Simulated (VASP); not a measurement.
A run of VASP 6.6.1:

Contents of INCAR:

```
SYSTEM = Se
PREC = Accurate ; ENCUT = 520
EDIFF = 1E-7 ; ISMEAR = 0
SIGMA = 0.1 ; LREAL = .False.
LASPH = .True. ; NELM = 80
ALGO = Normal ; ISIF = 3
LWAVE = .False. ; LCHARG = .False.
METAGGA = R2SCAN ; LMIXTAU = .True.
IBRION = 2 ; NSW = 80
EDIFFG = -0.002 ; PSTRESS = 1875.0
```

Contents of KPOINTS:

```
Automatic mesh
0
Gamma
  21 21 21
  0 0 0
```

The input POSCAR:

```
Se                                      
1.0
    1.9121927431      1.1040057038      0.8597212318
   -1.9121927431      1.1040057038      0.8597212318
    0.0000000000     -2.2080114076      0.8597212318
  Se            
     1
Direct
     0.0000000000000000    0.0000000000000000    1.0000000000000000
```

Potentials or basis: VASP PAW PBE potentials, release 64 (Se).

The run is started by

```bash
$ cat potpaw_PBE.64/Se/POTCAR > POTCAR
$ mpirun -np 1 vasp_std > vasp.out
```

Hardware: 1 thread of Intel(R) Xeon(R) Platinum 8488C (Sapphire Rapids) (shared host).

Task: Estimate the wall time of this run.

Result: Wall time 3.2 min on 1 thread of Intel(R) Xeon(R) Platinum 8488C (Sapphire Rapids) (shared host), peak memory 0.18 GiB. Counts: scf iterations 20, k points 891, ion steps 1.
